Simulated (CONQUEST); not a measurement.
## Ba in CONQUEST: convergence with smearing width

Input of the first run (smearing width 0.4 eV); the others differ in this setting and in those tied to it:

Conquest_input

```
IO.Title Ba
IO.Coordinates coords.dat
IO.FractionalAtomicCoords T
IO.Iprint 2
IO.Iprint_init 1
General.NumberOfSpecies 1
General.PseudopotentialType hamann
AtomMove.TypeOfRun static
AtomMove.FullStress T
Grid.GridCutoff 120
DM.SolutionMethod diagon
Diag.MPMesh T
Diag.GammaCentred T
Diag.MPMeshX 6
Diag.MPMeshY 6
Diag.MPMeshZ 6
Diag.kT 0.01469973
minE.SCTolerance 1e-6
Diag.SmearingType 1
Diag.MPOrder 1
SC.MaxIters 100
IO.AtomChargeOutput T
%block ChemicalSpeciesLabel
1 137.330 Ba
%endblock
```

coords.dat

```
    9.4731970627     0.0000000000     0.0000000000
    0.0000000000     9.4731970627     0.0000000000
    0.0000000000     0.0000000000     9.4731970627
2
  0.0067900000  -0.0081640000  -0.0072640000 1 T T T
  0.4974120000   0.5010570000   0.5081800000 1 T T T
```

Potentials or basis: PseudoDojo NC PBE, DZP, grid cutoff 120 Ha.

The run is started by

```bash
$ OMP_NUM_THREADS=1 Conquest
```

The cell isn't the ideal one: atoms moved at random.

Hardware: 1 thread of Intel(R) Xeon(R) 6975P-C (Granite Rapids) (shared host).

**Question.** The values tried are 0.4 eV, 0.3 eV, 0.2 eV, 0.1 eV, 0.05 eV, 0.025 eV, 0.01 eV, 0.005 eV, loosest first. From which on does the pressure stay within 0.1 GPa of the tightest run that finished?

**Answer.** From 0.3 eV on.

```tsv
smearing width	energy less the tightest run (meV/atom)	pressure (GPa)	largest force (eV/Å)	SCF cycles	CPU time (s)	peak memory (GiB)
0.4 eV	1.22	0.19	0.158	5	27	0.76
0.3 eV	-0.30	0.24	0.159	5	28	0.76
0.2 eV	0.41	0.28	0.161	5	29	0.75
0.1 eV	-0.03	0.30	0.161	5	30	0.75
0.05 eV	-0.14	0.30	0.159	5	32	0.76
0.025 eV	-0.05	0.31	0.157	5	37	0.75
0.01 eV	0.00	0.31	0.155	6	32	0.76
0.005 eV	0.00	0.31	0.155	5	28	0.76
```

Against the tightest run, the energy stays within 1 meV/atom from 0.3 eV on; the largest force stays within 0.005 eV/Å from 0.05 eV on. Narrower smearing needs a denser k mesh, so at a fixed mesh the narrowest width isn't the most accurate. The tightest run that finished is the yardstick and may itself not be fully converged.

Caveat, for the tightest run too: the basis of atomic orbitals isn't converged, which shifts pressures, moduli and gaps. The run has no spin-orbit coupling, so splittings on Ba are missing.
